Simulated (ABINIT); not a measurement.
The system is NbAs.

```
Nb As
1.0
    -1.72585    1.72585    5.84000
     1.72585   -1.72585    5.84000
     1.72585    1.72585   -5.84000
Nb As
2 2
Direct
  0.50000 0.00000 0.50000
  0.75000 0.75000 0.00000
  0.91600 0.41600 0.50000
  0.16600 0.16600 0.00000
```

Base run:

| Item | Value |
| --- | --- |
| Program | ABINIT 10.8.3 (patched build) |
| Functional | PBE |
| Potentials or basis | JTH PAW PBE v2.0 |
| Cutoff | 435 eV |
| k mesh | 11 × 11 × 11 |
| Occupations | fermi-dirac, width 0.05 eV |
| Spin | no spin polarisation |

Its results: band gap on the k mesh none (metal or under the smearing width); pressure 3.0 GPa; largest force 0.300 eV/Å.

Task: After a change of settings the same cell gave: band gap on the k mesh none (metal or under the smearing width); pressure -2.6 GPa; largest force 0.291 eV/Å. Which change was it?
A. k mesh from 11 × 11 × 11 to 7 × 7 × 7
B. k mesh from 11 × 11 × 11 to 4 × 4 × 4
C. k mesh from 11 × 11 × 11 to 9 × 9 × 9
D. functional from PBE to PBEsol

Result: D.

PBEsol binds more tightly than PBE, so the same cell stands under less pressure.

Caveats: the PAW data sets were made with another functional, which shifts forces and pressure a little (some runs).

Not every run made on this cell is shown here.
